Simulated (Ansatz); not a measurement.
These are results of Ansatz 0.2.0, DFT PBE, scalar-relativistic, plane waves, PAW, not measurements. Settings: cutoff 420 eV, Γ-centred meshes spaced at most about 0.3 Å⁻¹, and about 0.25 Å⁻¹ or finer for metals (2π included), Gaussian smearing. Collinear spin in cells that started with moments and kept them past the coarse steps, no spin elsewhere.

These are static total energies at zero pressure.

Compare these two cells of FeSi, each relaxed at this level.

A. (site moments under 0.1 μB)

```
Fe Si
1.0
     2.75911    0.00000    0.00000
     0.00000    2.75911    0.00000
     0.00000    0.00000    2.75911
Fe Si
1 1
Direct
  0.00000 0.00000 0.00000
  0.50000 0.50000 0.50000
```

B. (site moments Fe 1.9 (×2) μB)

```
Fe Si
1.0
     0.00000    2.86768    2.86768
     2.86768    0.00000    2.86768
     2.86768    2.86768    0.00000
Fe Si
2 2
Cartesian
  4.3015 4.3015 4.3015
  2.8677 2.8677 2.8677
  1.4338 1.4338 1.4338
  0.0000 0.0000 0.0000
```

Task: Which would you expect to be lower, and how large is the difference?

Result: A is lower, by 0.54 eV/atom. A has the caesium chloride type, space group Pm-3m (No. 221), 10.5 Å³/atom and no gap on its mesh; B has the NaTl (B32) type, space group Fd-3m (No. 227), 11.8 Å³/atom and no gap. Counting Si atoms around Fe (those within 1.25 times the shortest such distance or 1.15 times the sum of covalent radii, 1.27 where that leaves under three; a plus sign parts nearer from farther groups), A has Fe 8 and B has Fe 4+6. B holds Si–Si bonds in all directions (shortest 2.48 Å); in A the shortest Si–Si distance is 2.76 Å, near bonding range too. Their magnetic states differ too. The denser one is the lower, and pressure would at first widen the difference. Both come from invented guesses. A third cell relaxed alike, in P2_13 (a cell as deposited in COD), lies 27 meV/atom below the lower of the two.

Another magnetic order may lie lower. Cells relaxed within their symmetry can be saddle points.

Both cells are orderings of the same body-centred cubic lattice, so the 0.54 eV/atom gap is mainly a preference for unlike neighbours. In A every nearest neighbour of Fe is Si, which favours hybridisation between Fe 3d and Si 3p states. B replaces half of these contacts with Fe–Fe and rather stretched Si–Si ones, and its remaining Fe–Si contacts are longer. The Fe-rich surroundings probably also keep the d states narrow enough to sustain a moment, and the exchange energy gained evidently doesn't make up for the lost heteronuclear bonding. The larger volume of B fits both the weaker bonding and the moments, so the energy difference can't be divided cleanly between chemical order and magnetism.

A is nevertheless not the ground state. The P2_13 cell lies lower, in keeping with the known B20 structure of FeSi, and its lead of only 27 meV/atom fits the caesium chloride form being accessible under pressure or as an epitaxial film.
